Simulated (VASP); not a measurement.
Sb, 2 atoms in the cell. Symmetry: R-3m, No. 166, trigonal system. The conventional cell has a = 4.336 Å, b = 4.336 Å, c = 11.356 Å, α = 90.00°, β = 90.00°, γ = 120.00°. Sb (site symmetry 3m) is surrounded by 3 Sb at 2.93 Å. The cell was built by a generator and needn't be a form met in nature.

| Item | Value |
| --- | --- |
| Program | VASP 6.6.1 |
| Task | relaxation of cell and atoms |
| Functional | r2SCAN |
| Dispersion | rVV10 |
| Potentials or basis | VASP PAW PBE potentials, release 64 (Sb) |
| Cutoff | 600 eV |
| k mesh | 9 × 9 × 7 |
| Occupations | gaussian, width 0.03 eV |
| Spin | no spin polarisation |
| Further INCAR settings | ALGO = Normal; EDIFF = 1e-07; IBRION = 2; EDIFFG = -0.005; NSW = 90; ISIF = 3 |

Potentials or basis: VASP PAW PBE potentials, release 64 (Sb).

Command:

```bash
$ cat potpaw_PBE.64/Sb/POTCAR > POTCAR
$ mpirun -np 1 vasp_std > vasp.out
```

Hardware: 1 thread of Intel(R) Xeon(R) 6975P-C (Granite Rapids), with other jobs on the host.

**Question.** How long does it take, and how much memory?

**Answer.** It took 9.9 min on 1 thread of Intel(R) Xeon(R) 6975P-C (Granite Rapids), on a shared host, peak memory 0.46 GiB. Counts: scf iterations 42, k points 160, ion steps 6.
